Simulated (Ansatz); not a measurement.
**Energy, volume and coordination in Mg5Se2**

Computed with DFT PBE, scalar-relativistic, plane waves, PAW in Ansatz. All cells share a 420 eV cutoff and Γ-centred k meshes spaced at most about 0.3 Å⁻¹ (about 0.25 or finer for metals, 2π included). No spin polarisation.

All energies are static (0 K, no zero-point motion). Rows are sorted by volume; energies count from the lowest form computed. Coordination counts Mg atoms around Se (those within 1.25 times the shortest such distance or 1.15 times the sum of covalent radii; a plus sign parts nearer from farther groups).

```tsv
row	form	source	atoms	coordination	V (Å³/atom)	gap on mesh (eV)	ΔE (meV/atom)
1	I4/mmm	invented	7	Se 5+4	22.0	0	141
2	C2/c	invented	14	Se 7	22.3	0	?
3	Immm	invented	7	Se 6	24.0	0	87
4	R-3m	invented	7	Se 6	24.0	0	0
5	P-3m1	invented	7	Se 6	24.0	0	19
```

The cell of row 2:

```yaml
crystal:
  lattice:
    - [7.54045, -3.35417, 0.00000]
    - [7.54045, 3.35417, 0.00000]
    - [-0.11968, 0.00000, 6.17920]
  atoms:
    - { symbol: Mg, position: [0.35463, 0.64537, 0.75000] }
    - { symbol: Mg, position: [0.89869, 0.53380, 0.22428] }
    - { symbol: Mg, position: [0.46620, 0.10131, 0.27572] }
    - { symbol: Mg, position: [0.14016, 0.04690, 0.40509] }
    - { symbol: Mg, position: [0.95310, 0.85984, 0.09491] }
    - { symbol: Mg, position: [0.64537, 0.35463, 0.25000] }
    - { symbol: Mg, position: [0.53380, 0.89869, 0.72428] }
    - { symbol: Mg, position: [0.10131, 0.46620, 0.77572] }
    - { symbol: Mg, position: [0.04690, 0.14016, 0.90509] }
    - { symbol: Mg, position: [0.85984, 0.95310, 0.59491] }
    - { symbol: Se, position: [0.52843, 0.23758, 0.89854] }
    - { symbol: Se, position: [0.76242, 0.47157, 0.60146] }
    - { symbol: Se, position: [0.23758, 0.52843, 0.39854] }
    - { symbol: Se, position: [0.47157, 0.76242, 0.10146] }
```

Problem. How far above the lowest form does the open row lie?

Solution. 73 meV/atom, which puts it above row 5 and below row 3. Counting Mg atoms around Se, row 2 has Se 7 and the lowest form (row 4) has Se 6.

An observed structure of this formula, if there is one, may be missing.

For metals, differences of a few meV/atom aren't resolved. Cells relaxed within their symmetry can be saddle points. Some candidate types were left out of the draw beforehand, so a known form may be missing.

Six-fold coordination of Se accompanies the lowest energies here, but does not secure them: Immm matches R-3m in both coordination count and volume, yet lies 87 meV/atom higher, above even the seven-coordinate C2/c form. The energy must therefore also depend on the shape of the Se environment and on how the remaining Mg is arranged. Magnesium supplies far more valence electrons than selenide formation can absorb, so the absence of a gap in every form is expected. The favourable forms probably combine ionic, MgSe-like regions with Mg-rich regions where the surplus electrons sustain metallic bonding. Packing more Mg around Se gives denser cells, but this suggests a compromise between the two kinds of bonding rather than a net gain. Compression would favour C2/c over R-3m through its smaller volume, though whether the order actually reverses depends on their compressibilities. The ranking concerns polymorphs only; without a comparison with elemental Mg and MgSe, it does not show that any Mg5Se2 phase would resist decomposition.
